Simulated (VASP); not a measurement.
# AlN(110): relaxation, ionisation energy and affinity, part 2 of 3

Aim: ionisation energy and electron affinity of AlN(110), from a slab and a bulk run lined up through core potentials. The cell is generated by rule, not measured, and may not be a known phase.

VASP 6.6.1, plane waves and PAW; the level of theory is named at each step.

So far. Step 2 (Relaxing the bulk crystal): The run ended after 2 ionic steps, 0.000 eV below its first step, once forces and stress met EDIFFG = -0.02.

The structure was built from a prototype and need not be the compound's stable phase.

## 4. Relaxing the slab

This step: PBEsol; plane waves and PAW (Al, N) (VASP 6.6.1).

System of this step: AlN(110). The cell holds 18 atoms: 9 Al and 9 N. Its edges and angles: a = 3.094 Å, b = 4.376 Å, c = 28.377 Å, α = 90.0°, β = 90.0°, γ = 90.0°. It derives from AlN. 9 layers, cut at this functional's lattice. Vacuum lies along c.

All atoms relax at the fixed cell.

Input file INCAR:

```
SYSTEM = AlN
PREC = Normal
ENCUT = 440
EDIFF = 1E-05
NELM = 120
ISMEAR = 0
SIGMA = 0.03
LREAL = Auto
ALGO = Fast
GGA = PS
NBANDS = 54
LORBIT = 11
LWAVE = .FALSE.
LCHARG = .FALSE.
KPAR = 4
IBRION = 2
NSW = 60
ISIF = 2
EDIFFG = -0.03
POTIM = 0.4
MAXMIX = 40
IDIPOL = 3
LDIPOL = .TRUE.
DIPOL = 0.5 0.5 0.5
```

Input file POSCAR:

```
AlN
1.0
    3.0943471961      0.0000000000      0.0000000000
    0.0000000000      4.3760677714      0.0000000000
    0.0000000000      0.0000000000     28.3773887844
Al N
9 9
Direct
    0.0000000000      0.0000000000      0.2819145900
    0.5000000000      0.5000000000      0.3364359400
    0.0000000000      0.0000000000      0.3909573000
    0.5000000000      0.5000000000      0.4454786500
    0.0000000000      0.0000000000      0.5000000000
    0.5000000000      0.5000000000      0.5545213500
    0.0000000000      0.0000000000      0.6090427000
    0.5000000000      0.5000000000      0.6635640600
    0.0000000000      0.0000000000      0.7180854100
    0.0000000000      0.7500000000      0.3364359400
    0.5000000000      0.2500000000      0.2819145900
    0.0000000000      0.7500000000      0.4454786500
    0.5000000000      0.2500000000      0.3909573000
    0.0000000000      0.7500000000      0.5545213500
    0.5000000000      0.2500000000      0.5000000000
    0.0000000000      0.7500000000      0.6635640600
    0.5000000000      0.2500000000      0.6090427000
    0.5000000000      0.2500000000      0.7180854100
```

Input file KPOINTS:

```
Automatic mesh
0
Gamma
8 6 1
0 0 0
```

Potentials, in the order of the species: Al and N (PBE family, release 64).

Started as:

```
$ mpirun -np 4 vasp_std
```

The log of the run:

```text
[banner, memory and clock lines left out]
running    4 mpi-ranks, on    1 nodes
 distrk:  each k-point on    1 cores,    4 groups
 distr:  one band on    1 cores,    1 groups

 POSCAR found type information on POSCAR AlN
 POSCAR found :  2 types and      18 ions
 [... a notice as in an earlier step ...]

 LDA part: xc-table for (Slater+PW92), standard interpolation
 POSCAR, INCAR and KPOINTS ok, starting setup
 FFT: planning ... GRIDC
 FFT: planning ... GRID_SOFT
 FFT: planning ... GRID
 WAVECAR not read
 entering main loop
       N       E                     dE             d eps       ncg     rms          rms(c)
DAV:   1     0.413004307190E+03    0.41300E+03   -0.27568E+04  2176   0.968E+02
DAV:   2    -0.888001730251E+02   -0.50180E+03   -0.47965E+03  2904   0.240E+02
DAV:   3    -0.156266380254E+03   -0.67466E+02   -0.66645E+02  2640   0.908E+01
DAV:   4    -0.158551730157E+03   -0.22853E+01   -0.22798E+01  2760   0.200E+01
DAV:   5    -0.158613224028E+03   -0.61494E-01   -0.61465E-01  2864   0.300E+00    0.253E+01
RMM:   6    -0.135975962330E+03    0.22637E+02   -0.69386E+01  2160   0.252E+01    0.894E+00
RMM:   7    -0.135820408933E+03    0.15555E+00   -0.76040E+00  2160   0.105E+01    0.628E+00
RMM:   8    -0.135475093518E+03    0.34532E+00   -0.10443E+00  2160   0.351E+00    0.116E+00
RMM:   9    -0.135465691068E+03    0.94025E-02   -0.28056E-01  2239   0.157E+00    0.627E-01
RMM:  10    -0.135467445537E+03   -0.17545E-02   -0.75093E-02  2203   0.858E-01    0.360E-01
RMM:  11    -0.135470343823E+03   -0.28983E-02   -0.18077E-02  2160   0.504E-01    0.131E-01
RMM:  12    -0.135469920615E+03    0.42321E-03   -0.69377E-03  2236   0.249E-01    0.819E-02
RMM:  13    -0.135471748447E+03   -0.18278E-02   -0.34181E-03  2254   0.159E-01    0.536E-02
RMM:  14    -0.135472235601E+03   -0.48715E-03   -0.12073E-03  2254   0.819E-02    0.351E-02
RMM:  15    -0.135473234368E+03   -0.99877E-03   -0.32294E-04  2033   0.537E-02    0.122E-02
RMM:  16    -0.135473494214E+03   -0.25985E-03   -0.22131E-04  1922   0.327E-02    0.105E-02
RMM:  17    -0.135473672955E+03   -0.17874E-03   -0.65572E-05  1722   0.189E-02    0.855E-03
RMM:  18    -0.135473756623E+03   -0.83667E-04   -0.41719E-05  1598   0.126E-02    0.368E-03
RMM:  19    -0.135473865402E+03   -0.10878E-03   -0.11993E-05  1511   0.770E-03    0.267E-03
RMM:  20    -0.135473919888E+03   -0.54485E-04   -0.45105E-06  1297   0.472E-03    0.139E-03
RMM:  21    -0.135473963592E+03   -0.43704E-04   -0.44967E-06  1112   0.414E-03    0.771E-04
RMM:  22    -0.135473972332E+03   -0.87403E-05   -0.10939E-06   860   0.279E-03
   1 F= -.13547397E+03 E0= -.13547397E+03  d E =-.135474E+03
 curvature:   0.00 expect dE= 0.000E+00 dE for cont linesearch  0.000E+00
 trial: gam= 0.00000 g(F)=  0.108E+01 g(S)=  0.000E+00 ort = 0.000E+00 (trialstep = 0.100E+01)
 search vector abs. value=  0.108E+01
 bond charge predicted
       N       E                     dE             d eps       ncg     rms          rms(c)
DAV:   1    -0.136157961592E+03   -0.68400E+00   -0.49878E+01  2544   0.278E+01    0.151E+00
RMM:   2    -0.136207474487E+03   -0.49513E-01   -0.85004E-01  2160   0.349E+00    0.864E-01
RMM:   3    -0.136193483052E+03    0.13991E-01   -0.11010E-01  2160   0.132E+00    0.617E-01
RMM:   4    -0.136188378940E+03    0.51041E-02   -0.63266E-02  2161   0.782E-01    0.997E-02
RMM:   5    -0.136189690697E+03   -0.13118E-02   -0.93312E-03  2197   0.333E-01    0.101E-01
RMM:   6    -0.136190150482E+03   -0.45979E-03   -0.20373E-03  2273   0.153E-01    0.734E-02
RMM:   7    -0.136190176823E+03   -0.26340E-04   -0.76373E-04  2166   0.940E-02    0.210E-02
RMM:   8    -0.136190216214E+03   -0.39392E-04   -0.19423E-04  2233   0.505E-02    0.213E-02
RMM:   9    -0.136190217707E+03   -0.14930E-05   -0.32642E-05  1718   0.212E-02
   2 F= -.13619022E+03 E0= -.13619022E+03  d E =-.716245E+00
[... from here on, the cycles between the ionic steps are left out ...]
   3 F= -.13625302E+03 E0= -.13625302E+03  d E =-.779044E+00
   4 F= -.13635823E+03 E0= -.13635823E+03  d E =-.105218E+00
   5 F= -.13636930E+03 E0= -.13636930E+03  d E =-.116280E+00
   6 F= -.13638427E+03 E0= -.13638427E+03  d E =-.149727E-01
   7 F= -.13638432E+03 E0= -.13638432E+03  d E =-.150286E-01
   8 F= -.13638960E+03 E0= -.13638960E+03  d E =-.527127E-02
   9 F= -.13638960E+03 E0= -.13638960E+03  d E =-.527705E-02
  10 F= -.13639214E+03 E0= -.13639214E+03  d E =-.254035E-02
  11 F= -.13639266E+03 E0= -.13639266E+03  d E =-.305934E-02
  12 F= -.13639430E+03 E0= -.13639430E+03  d E =-.164076E-02
  13 F= -.13639573E+03 E0= -.13639573E+03  d E =-.307088E-02
  14 F= -.13639582E+03 E0= -.13639582E+03  d E =-.315986E-02
  15 F= -.13639664E+03 E0= -.13639664E+03  d E =-.823151E-03
  16 F= -.13639664E+03 E0= -.13639664E+03  d E =-.821623E-03
  17 F= -.13639669E+03 E0= -.13639669E+03  d E =-.496219E-04
  18 F= -.13639679E+03 E0= -.13639679E+03  d E =-.148700E-03
  19 F= -.13639689E+03 E0= -.13639689E+03  d E =-.244999E-03
 curvature:  -0.19 expect dE=-0.292E-04 dE for cont linesearch -0.410E-08
 trial: gam= 0.26772 g(F)=  0.155E-03 g(S)=  0.000E+00 ort = 0.456E-05 (trialstep = 0.119E+01)
 search vector abs. value=  0.226E-03
 bond charge predicted
       N       E                     dE             d eps       ncg     rms          rms(c)
DAV:   1    -0.136396985301E+03   -0.10577E-03   -0.15918E-02  2444   0.539E-01    0.281E-02
RMM:   2    -0.136396996147E+03   -0.10847E-04   -0.26414E-04  2160   0.654E-02    0.306E-02
RMM:   3    -0.136396989551E+03    0.65967E-05   -0.60025E-05  2064   0.293E-02
  20 F= -.13639699E+03 E0= -.13639699E+03  d E =-.102042E-03
 trial-energy change:   -0.000102  1 .order   -0.000103   -0.000185   -0.000021
 step:   1.3409(harm=  1.3409)  dis= 0.00202  next Energy=  -136.396992 (dE=-0.105E-03)
 reached required accuracy - stopping structural energy minimisation
```

It took 2.5 min on 4 MPI ranks of Intel Xeon 6975P-C (Granite Rapids), shared host; peak memory 1.4 GiB.

From OUTCAR (step 4):

```text
  LATTYP: Found a simple orthorhombic cell.
 ALAT       =     3.0943471961
 B/A-ratio  =     1.4142135624
 C/A-ratio  =     9.1707190519

 Subroutine GETGRP returns: Found  4 space group operations
 (whereof  4 operations were pure point group operations)

The static configuration has the point symmetry C_2v.

 Found     20 irreducible k-points:

   k-points           NKPTS =     20   k-points in BZ     NKDIM =     20   number of bands    NBANDS=     54

   dimension x,y,z NGX =    16 NGY =   24 NGZ =  150
   dimension x,y,z NGXF=    32 NGYF=   48 NGZF=  300

   ENCUT  =  440.0 eV  32.34 Ry    5.69 a.u.   5.29  7.48 48.54*2*pi/ulx,y,z

   NELECT =      72.0000    total number of electrons

 dipolmoment           0.000000      0.000000      0.000000 electrons x Angstroem

 E-fermi :   0.3903

 k-point     1 :       0.0000    0.0000    0.0000
  band No.  band energies     occupation
    ...
     32      -0.4449      2.00000
     33      -0.3459      2.00000
     34      -0.3166      2.00000
     35      -0.1232      2.00000
     36      -0.0837      2.00000
     37       2.9204      0.00000
     38       3.1305      0.00000
     39       3.2078      0.00000
     40       3.9912      0.00000
     41       4.6170      0.00000
    ...

 k-point     2 :       0.1250    0.0000    0.0000
  band No.  band energies     occupation
    ...
     32      -0.8247      2.00000
     33      -0.6739      2.00000
     34      -0.6304      2.00000
     35      -0.1283      2.00000
     36      -0.0679      2.00000
     37       3.3382      0.00000
     38       3.4479      0.00000
     39       3.8252      0.00000
     40       4.5104      0.00000
     41       4.9998      0.00000
    ...

  Total        1.9079678     -1.5805590     -2.1194005      0.0000000      0.0000000      0.0000000
  in kB        7.9552919     -6.5901575     -8.8368625      0.0000000      0.0000000      0.0000000
  external PRESSURE =      -2.4905760 kB  Pullay stress =       0.0000000 kB

  energy-cutoff  :      440.00
  volume of cell :      384.26
      direct lattice vectors                 reciprocal lattice vectors
     3.094347196  0.000000000  0.000000000     0.323169941  0.000000000  0.000000000
     0.000000000  4.376067771  0.000000000     0.000000000  0.228515657  0.000000000
     0.000000000  0.000000000 28.377388784     0.000000000  0.000000000  0.035239324

 POSITION                                       TOTAL-FORCE (eV/Angst)
 -----------------------------------------------------------------------------------
      0.00000      0.17149      8.18414        -0.000000     -0.008591      0.013770
      1.54717      2.17313      9.48789        -0.000000     -0.000669      0.005389
      0.00000      4.36122     11.09732        -0.000000      0.006811      0.002375
      1.54717      2.16843     12.63447        -0.000000      0.003810     -0.009230
      0.00000      4.35883     14.18869        -0.000000      0.004325     -0.000000
      1.54717      2.16843     15.74291        -0.000000      0.003810      0.009230
      3.09435      4.36122     17.28007         0.000000      0.006811     -0.002375
      1.54717      2.17313     18.88950        -0.000000     -0.000669     -0.005389
      0.00000      0.17149     20.19325        -0.000000     -0.008591     -0.013770
      0.00000      3.25225      9.52826        -0.000000     -0.000297     -0.000283
      1.54717      1.04599      7.99491        -0.000000      0.003426     -0.001076
      0.00000      3.26467     12.63812        -0.000000     -0.006092      0.003666
      1.54717      1.08389     11.08126        -0.000000     -0.004181      0.006211
      0.00000      3.26467     15.73927        -0.000000     -0.006092     -0.003666
      1.54717      1.07764     14.18869        -0.000000      0.007239     -0.000000
      0.00000      3.25225     18.84913        -0.000000     -0.000297      0.000283
      1.54717      1.08389     17.29613        -0.000000     -0.004181     -0.006211
      1.54717      1.04599     20.38248        -0.000000      0.003426      0.001076
 -----------------------------------------------------------------------------------
    total drift:                               -0.000000      0.023477     -0.000022

  FREE ENERGIE OF THE ION-ELECTRON SYSTEM (eV)
  ---------------------------------------------------
  free  energy   TOTEN  =      -136.3969895506 eV

  energy  without entropy=     -136.3969895506  energy(sigma->0) =     -136.39698955

 vacuum level on the upper side and lower side of the slab         5.898         5.898

 total charge
# of ion       s       p       d       tot
------------------------------------------
    1        0.404   0.444   0.000   0.848
    2        0.368   0.445   0.000   0.814
    3        0.369   0.442   0.000   0.810
    4        0.370   0.444   0.000   0.814
    5        0.370   0.444   0.000   0.814
    6        0.370   0.444   0.000   0.814
    7        0.369   0.442   0.000   0.810
    8        0.368   0.445   0.000   0.814
    9        0.404   0.444   0.000   0.848
   10        1.229   2.598   0.000   3.826
   11        1.240   2.546   0.000   3.786
   12        1.224   2.600   0.000   3.825
   13        1.225   2.589   0.000   3.814
   14        1.224   2.600   0.000   3.825
   15        1.224   2.598   0.000   3.823
   16        1.229   2.598   0.000   3.826
   17        1.225   2.589   0.000   3.814
   18        1.240   2.546   0.000   3.786
--------------------------------------------------
tot         14.450  27.260   0.000  41.710

[... 1 part as in an earlier step ...]

[... 7 further parts left out ...]
```

The run keeps the 4 symmetry operations of its start, so it cannot find a distortion of lower symmetry.

The steps of the relaxation:

```tsv
step	energy less that of the first step (eV)	largest force (eV/Å)
1	0.0000	3.0210
2	-0.7162	1.2395
3	-0.7790	0.9002
4	-0.8843	0.3277
5	-0.8953	0.3844
6	-0.9103	0.2036
7	-0.9104	0.1945
8	-0.9156	0.1215
9	-0.9156	0.1214
10	-0.9182	0.0634
11	-0.9187	0.0693
12	-0.9203	0.0620
13	-0.9218	0.0632
14	-0.9218	0.0583
15	-0.9227	0.0590
16	-0.9227	0.0603
17	-0.9227	0.0455
18	-0.9228	0.0301
19	-0.9229	0.0357
20	-0.9230	0.0162
```

The atoms that moved most (Å):

```tsv
atom	dx	dy	dz	length
Al9	0.000	0.171	-0.184	0.252
Al1	0.000	0.171	0.184	0.252
Al8	0.000	-0.015	0.059	0.061
Al2	0.000	-0.015	-0.059	0.061
N18	0.000	-0.048	0.005	0.048
N11	0.000	-0.048	-0.005	0.048
N16	0.000	-0.030	0.019	0.035
N10	0.000	-0.030	-0.019	0.035
```

The relaxed structure:

```xyz
18
Lattice="3.0943 0.0000 0.0000 0.0000 4.3761 0.0000 0.0000 0.0000 28.3774" Properties=species:S:1:pos:R:3
Al    0.0000    0.1715    8.1841
Al    1.5472    2.1731    9.4879
Al    0.0000   -0.0149   11.0973
Al    1.5472    2.1684   12.6345
Al    0.0000   -0.0172   14.1887
Al    1.5472    2.1684   15.7429
Al    0.0000   -0.0149   17.2801
Al    1.5472    2.1731   18.8895
Al    0.0000    0.1715   20.1933
N     0.0000    3.2523    9.5283
N     1.5472    1.0460    7.9949
N     0.0000    3.2647   12.6381
N     1.5472    1.0839   11.0813
N     0.0000    3.2647   15.7393
N     1.5472    1.0776   14.1887
N     0.0000    3.2523   18.8491
N     1.5472    1.0839   17.2961
N     1.5472    1.0460   20.3825
```

This step gave:

* electronic cycles: 130
* electrons: 72
* free energy (TOTEN): -136.3970 eV
* Fermi energy: 0.3903 eV
* dipole moment: 0, 0, 0 e·Å
* gap on the k-mesh: 2.651 eV
* least direct gap on the k-mesh: 2.714 eV

The run ended after 20 ionic steps, 0.923 eV below its first step, once the forces on the free atoms met EDIFFG = -0.03.

[end of part 2 of 3]

[Lines on the potential files, build, host, timing and source positions are cut from VASP's logs without a mark.]

[Logs are printed without paths, hosts, clocks, repeated set-up lines and the standing remarks that a program may print on its own settings, such as how far it seeks lower states.]

[Hosts, paths, dates, database ids (printed as entryN), source tags and the programs' standing remarks are cut or masked in the printed files.]

[Runs that stopped without an error message from VASP are left out.]
